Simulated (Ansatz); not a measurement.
The crystal is InGaP2 (quasi-random alloy, started on the GaP lattice) (Cm).

It takes space group Cm (No. 8, monoclinic). The conventional cell has a = 11.226 Å, b = 15.845 Å, c = 9.700 Å, α = 90.00°, β = 125.25°, γ = 90.00°. Nearest to Ga lie 4 P at 2.35 to 2.37 Å. Nearest to In lie 4 P at 2.49 to 2.52 Å. Nearest to Ga lie 4 P at 2.34 to 2.38 Å. Nearest to Ga lie 4 P at 2.33 to 2.38 Å. In has 4 P at 2.50 to 2.53 Å nearest. It derives from GaP. Farther neighbours are not listed.

```yaml
crystal:
  lattice:
    - [-5.61305, 5.59818, -5.60562]
    - [5.62049, 5.60474, 5.60474]
    - [5.60562, -5.59730, -5.59730]
  atoms:
    - { symbol: Ga, position: [0.99453, 0.00502, 0.00009] }
    - { symbol: In, position: [0.24580, 0.49526, 0.25020] }
    - { symbol: Ga, position: [0.50928, 0.00436, 0.50331] }
    - { symbol: In, position: [0.75000, 0.49667, 0.74592] }
    - { symbol: Ga, position: [0.75000, 0.24202, 0.99911] }
    - { symbol: In, position: [0.00066, 0.75061, 0.25063] }
    - { symbol: In, position: [0.24711, 0.25111, 0.49655] }
    - { symbol: Ga, position: [0.50547, 0.76049, 0.75556] }
    - { symbol: In, position: [0.49934, 0.49995, 0.99996] }
    - { symbol: Ga, position: [0.75000, 0.00840, 0.24862] }
    - { symbol: Ga, position: [0.99705, 0.49156, 0.49655] }
    - { symbol: In, position: [0.25420, 0.99945, 0.75439] }
    - { symbol: In, position: [0.25289, 0.75400, 0.99944] }
    - { symbol: Ga, position: [0.50295, 0.24451, 0.24951] }
    - { symbol: In, position: [0.75000, 0.75398, 0.50365] }
    - { symbol: Ga, position: [0.99072, 0.24508, 0.74403] }
    - { symbol: P, position: [0.98646, 0.23981, 0.98626] }
    - { symbol: P, position: [0.26709, 0.76331, 0.26428] }
    - { symbol: P, position: [0.49789, 0.23635, 0.48704] }
    - { symbol: P, position: [0.75000, 0.76084, 0.76331] }
    - { symbol: P, position: [0.75000, 0.48166, 0.99770] }
    - { symbol: P, position: [0.98477, 0.00098, 0.23747] }
    - { symbol: P, position: [0.25404, 0.51722, 0.51753] }
    - { symbol: P, position: [0.51354, 0.00336, 0.74980] }
    - { symbol: P, position: [0.51523, 0.76621, 0.00270] }
    - { symbol: P, position: [0.75000, 0.24944, 0.24672] }
    - { symbol: P, position: [0.99983, 0.73523, 0.50305] }
    - { symbol: P, position: [0.23291, 0.24622, 0.74719] }
    - { symbol: P, position: [0.24596, 0.01318, 0.01349] }
    - { symbol: P, position: [0.50017, 0.48540, 0.25322] }
    - { symbol: P, position: [0.75000, 0.00987, 0.49357] }
    - { symbol: P, position: [0.00211, 0.48846, 0.73915] }
```

The structure was relaxed with LDA. The runs that relaxed it are not among those shown. PAW set soft_2, made with PBE.

Gaps computed with Ansatz 0.2.0 without a self-energy: LDA 1.04 eV.

Question: Estimate the G0W0@LDA gap with 2×2×2 mesh, 1253 empty bands, screening to 85 eV, default PAW files.

About 1.85 eV: on its mesh the run moves the gap from 1.04 eV by +0.81 eV. Bands and cutoff are finite, so the gap is not at the basis limit. The miss can reach some tenths of an eV and take either sign; the mesh is an error of its own. The many-body steps are scalar-relativistic: spin-orbit coupling is not in them.

[Paths, hosts, dates, memory and timing lines, banners, echoed tables and standing remarks are left out of the program output.]

[Logs are printed without paths, hosts, clocks, repeated set-up lines and the standing remarks that a program may print on its own settings, such as how far it seeks lower states.]

[Runs of the session that timed out or met a known fault of the program may be left out.]

[Cells called generated may have been cut or substituted from an entry of the Crystallography Open Database or the Materials Project.]

[Hosts, paths, dates, database ids (printed as entryN), source tags and the programs' standing remarks are cut or masked in the printed files.]
